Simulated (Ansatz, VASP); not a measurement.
**One calculation of NaI, two programs**

Contents of POSCAR:

```
NaI
1.0
    4.0405366932      0.0000000000      0.0000000000
    0.0000000000      4.0405366932      0.0000000000
    0.0000000000      0.0000000000      4.0405366932
Na I
1 1
Direct
    0.0000000000      0.0000000000      0.0000000000
    0.5000000000      0.5000000000      0.5000000000
```

The input INCAR.step1:

```
SYSTEM = NaI
  PREC = Accurate
  ENCUT = 520
  EDIFF = 1E-5
  ISMEAR = 0
  SIGMA = 0.01
  LREAL = .FALSE.
  LASPH = .TRUE.
  NELM = 100
  ALGO = Normal
  ISIF = 2
  LWAVE = .TRUE.
  LCHARG = .FALSE.
  GGA = PE
  NBANDS = 14
```

File INCAR.step2:

```
SYSTEM = NaI
  PREC = Accurate
  ENCUT = 520
  EDIFF = 1E-7
  ISMEAR = 0
  SIGMA = 0.01
  LREAL = .FALSE.
  LASPH = .TRUE.
  NELM = 100
  ALGO = Normal
  ISIF = 2
  LWAVE = .FALSE.
  LCHARG = .FALSE.
  GGA = PE
  LHFCALC = .TRUE.
  HFSCREEN = 0.2079
  PRECFOCK = Normal
  ISTART = 1
  NBANDS = 14
```

Contents of KPOINTS:

```
regular mesh
0
G
  4 4 4
  0 0 0
```

Input for Ansatz:

```yaml
crystal:
  lattice:
    - [4.0405366932, 0.0, 0.0]
    - [0.0, 4.0405366932, 0.0]
    - [0.0, 0.0, 4.0405366932]
  atoms:
    - { symbol: Na, position: [0.0, 0.0, 0.0] }
    - { symbol: I, position: [0.5, 0.5, 0.5] }
kpoints:
  mp_grid: { grid: [4, 4, 4] }
hamiltonian:
  xc: hse06
scf:
  occupations: { method: fixed }
  n_extra_bands: 4
output:
  forces: true
  stress: true
  eigenvalues: true
```

The cell was built by a generator and needn't be a form met in nature.

Alike in both runs: task single point; functional HSE06; k mesh 4 × 4 × 4; no spin polarisation.

|  | VASP | Ansatz |
| --- | --- | --- |
| version | VASP 6.6.1 | Ansatz 0.2.0 |
| potentials or method | VASP PAW PBE potentials, release 64 (Na_pv, I) | plane waves, PAW |
| plane-wave cutoff (eV) | 520 | 420 |
| occupations | gaussian, width 0.01 eV | fixed |
| valence electrons in the cell | 14 | 26 |

|  | VASP | Ansatz | Ansatz less VASP |
| --- | --- | --- | --- |
| gap on the k mesh at the Fermi level (eV) | 3.22 | 3.24 | +0.018 |
| pressure (GPa) | 0.2 | 0.2 | +0.01 |

The two sets of potentials don't hold the same shells in valence. Ansatz warned: «stress_exchange_threshold_loose».

Caveats: the PAW data sets were made with another functional, which shifts forces and pressure a little (VASP); spin-orbit coupling is left out, which moves the levels of the heavy elements. A k mesh can miss the band edges.
